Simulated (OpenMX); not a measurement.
## Zr under changes of volume

One of the cells (23.281 Å³/atom); the others are scaled copies at fixed shape and fractional positions:

```xyz
2
Lattice="3.2320 0.0000 0.0000 -1.6160 2.7990 0.0000 0.0000 0.0000 5.1470" Properties=species:S:1:pos:R:3 pbc="T T T"
Zr    1.6160    0.9330    3.8603
Zr    0.0000    1.8660    1.2868
```

```yaml
Program: OpenMX 3.8.5
Functional: LDA
Potentials_or_basis: OpenMX 2013 LDA set, Zr7.0-s3p2d2, fixed grid of 35 × 35 × 63 points
k_mesh: 9 × 9 × 5
Occupations: fermi-dirac, width 0.05 eV
Spin: no spin polarisation
```

```csv
volume (Å³/atom),energy over the lowest point (meV/atom),largest force (eV/Å)
21.884,?,?
22.350,0.00,0.005
22.815,6.04,0.009
23.281,17.93,0.006
23.746,35.15,0.007
24.212,57.26,0.010
24.678,83.91,0.005
```

Problem. What does the run at 21.884 Å³/atom give?

Solution. Energy over the lowest point 0.40 meV/atom; largest force 0.006 eV/Å.

Worked out: A Birch-Murnaghan fit of order 3 (a polynomial in V^(-2/3)) to the other rows has its minimum at 22.14 Å³/atom, just outside them, with B0 = V·E''(V) = 108 GPa and B' = 3.2 at fixed shape and positions, which overstates the stiffness. It gives 0.31 meV/atom at 21.884 Å³/atom, against the run's 0.40.

Energies are extrapolated to zero smearing.

Caveats: the basis of atomic orbitals isn't converged, which shifts pressures, moduli and gaps.
